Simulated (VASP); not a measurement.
Calculation: PBE GGA with D4 dispersion, VASP's PBE PAW potentials (set 64) (plane waves; VASP).

VASP ran on this input.

File POSCAR:
```
ZrO2
3.5991740
  0.0000000000   0.7071066861   0.7071066861
  0.7071066861   0.0000000000   0.7071066861
  0.7071066861   0.7071066861   0.0000000000
Zr O
1 2
Direct
  0.0000000000   0.0000000000   0.0000000000
  0.2500000000   0.2500000000   0.2500000000
  0.7500000000   0.7500000000   0.7500000000
```

### KPOINTS
```
k-points along high-symmetry lines
15
Line-mode
Reciprocal
  0.000000   0.000000   0.000000 ! GAMMA
  0.500000   0.000000   0.500000 ! X

  0.500000   0.000000   0.500000 ! X
  0.625000   0.250000   0.625000 ! U

  0.375000   0.375000   0.750000 ! K
  0.000000   0.000000   0.000000 ! GAMMA

  0.000000   0.000000   0.000000 ! GAMMA
  0.500000   0.500000   0.500000 ! L

  0.500000   0.500000   0.500000 ! L
  0.500000   0.250000   0.750000 ! W

  0.500000   0.250000   0.750000 ! W
  0.500000   0.000000   0.500000 ! X
```

**INCAR**
```
ENCUT = 520   # plane-wave cut-off (eV)
SYSTEM = ZrO2
SIGMA = 0.05   # width (eV)
LORBIT = 11
EDIFF = 1E-7
ISMEAR = 0
LASPH = T   # aspherical one-centre terms
LCHARG = F
LMAXMIX = 4
ICHARG = 11   # fixed density
IVDW = 13
GGA = PE   # PBE
PREC = Accurate
ALGO = Normal   # blocked Davidson
LREAL = F   # projection in real space or not
LWAVE = F
NELM = 100   # most electronic steps
```

POTCAR, in this order: Zr_sv O (PBE.64 set). Program: vasp_std. Read from the step before: CHGCAR.

The run wrote:

**OSZICAR**
```
       N       E                     dE             d eps       ncg     rms          rms(c)
DAV:   1     0.186530694084E+03    0.18653E+03   -0.14757E+04  2880   0.155E+03
DAV:   2    -0.201203824728E+02   -0.20665E+03   -0.20372E+03  3856   0.383E+02
DAV:   3    -0.279778828203E+02   -0.78575E+01   -0.78461E+01  4304   0.719E+01
DAV:   4    -0.281807425839E+02   -0.20286E+00   -0.20282E+00  3904   0.891E+00
DAV:   5    -0.281838197279E+02   -0.30771E-02   -0.30771E-02  3968   0.910E-01
DAV:   6    -0.281838637423E+02   -0.44014E-04   -0.44014E-04  3768   0.915E-02
DAV:   7    -0.281838641305E+02   -0.38827E-06   -0.38828E-06  4144   0.926E-03
DAV:   8    -0.281838641340E+02   -0.35056E-08   -0.34964E-08  3032   0.930E-04
   1 F= -.28811864E+02 E0= -.28811864E+02  d E =-.139347E-16
```

OUTCAR:
```
 val. band max:        7.2235750600   @ k =   0.5000   0.0000   0.5000

 cond. band min:      10.5763679213   @ k =   0.0000   0.0000   0.0000



 k-point     1 :       0.0000    0.0000    0.0000
  band No.  band energies     occupation
      1     -40.8646      2.00000
      2     -18.6847      2.00000
      3     -18.6847      2.00000
      4     -18.6847      2.00000
      5     -10.9733      2.00000
      6      -8.4152      2.00000
      7       1.9923      2.00000
      8       1.9923      2.00000
      9       1.9923      2.00000
     10       6.6924      2.00000
     11       6.6924      2.00000
     12       6.6924      2.00000
     13      10.5764      0.00000
     14      10.5764      0.00000
     15      13.8031      0.00000
     16      16.5906      0.00000

 k-point     2 :       0.0357    0.0000    0.0357
  band No.  band energies     occupation
      1     -40.8638      2.00000
      2     -18.6956      2.00000
      3     -18.6870      2.00000
      4     -18.6870      2.00000
      5     -10.9481      2.00000
      6      -8.4340      2.00000
      7       2.0074      2.00000
      8       2.0074      2.00000
      9       2.0444      2.00000
     10       6.5708      2.00000
     11       6.6966      2.00000
     12       6.6966      2.00000
     13      10.5907      0.00000
     14      10.6340      0.00000
     15      13.8678      0.00000
     16      16.5393      0.00000

 k-point     3 :       0.0714    0.0000    0.0714
  band No.  band energies     occupation
      1     -40.8615      2.00000
      2     -18.7275      2.00000
      3     -18.6935      2.00000
      4     -18.6935      2.00000
      5     -10.8736      2.00000
      6      -8.4889      2.00000
      7       2.0528      2.00000
      8       2.0528      2.00000
      9       2.1985      2.00000
     10       6.2390      2.00000
     11       6.7075      2.00000
     12       6.7075      2.00000
     13      10.6335      0.00000
     14      10.7799      0.00000
...
```

The density is held fixed in this step, so its total energy and stress have no physical meaning.

The compound is ZrO2 in the fluorite structure, the high-temperature cubic form, which is unstable at 0 K; the monoclinic form is the stable one. The cell was not relaxed at this level.
